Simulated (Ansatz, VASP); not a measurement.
**One calculation of NaCl, two programs**

File INCAR:

```
  PREC = Accurate
  ENCUT = 520
  EDIFF = 1E-6
  ISMEAR = 0
  SIGMA = 0.05
  LREAL = False
  LASPH = True
  NELM = 80
  ALGO = Normal
  ISIF = 2
  LWAVE = False
  LCHARG = False
  GGA = PS
  NBANDS = 14
```

File KPOINTS:

```
regular mesh
0
Gamma
  6 6 6
```

The input POSCAR:

```
NaCl
1.0
    3.5021900000      0.0000000000      0.0984115390
    0.0000000000      3.5021900000      0.0000000000
    0.0984115390      0.0000000000      3.5021900000
Na Cl
1 1
Direct
    0.0000000000      0.0000000000      0.0000000000
    0.5000000000      0.5000000000      0.5000000000
```

Input for Ansatz:

```yaml
crystal:
  lattice:
    - [3.50219, 0.0, 0.098411539]
    - [0.0, 3.50219, 0.0]
    - [0.098411539, 0.0, 3.50219]
  atoms:
    - { symbol: Na, position: [0.0, 0.0, 0.0] }
    - { symbol: Cl, position: [0.5, 0.5, 0.5] }
basis:
  ecutwfc: 420
kpoints:
  mp_grid: { grid: [6, 6, 6] }
hamiltonian:
  xc: pbesol
scf:
  occupations: { method: gaussian, width: 0.05 }
output:
  forces: true
  stress: true
  eigenvalues: true
```

Change from the starting cell: strain +0.0562 x Voigt [0, 0, 0, 0, 1, 0], atoms carried along.

Alike in both runs: task single point; functional PBEsol; k mesh 6 × 6 × 6; occupations gaussian, width 0.05 eV; no spin polarisation.

|  | VASP | Ansatz |
| --- | --- | --- |
| version | VASP 6.6.1 | Ansatz 0.2.0 |
| potentials or method | VASP PAW PBE potentials, release 64 (Na_pv, Cl) | scalar-relativistic, plane waves, PAW |
| plane-wave cutoff (eV) | 520 | 420 |
| valence electrons in the cell | 14 | 16 |

```csv
,VASP,Ansatz,Ansatz less VASP
gap on the k mesh at the Fermi level (eV),3.85,3.85,+0.003
least direct gap on the mesh (eV),4.27,4.27,+0.003
pressure (GPa),-1.1,-1.1,0.00
largest component of the traceless stress (GPa),0.13,0.13,+0.007
```

The two sets of potentials don't hold the same shells in valence.

Caveats: the PAW data sets were made with another functional, which shifts forces and pressure a little (VASP). A k mesh can miss the band edges.
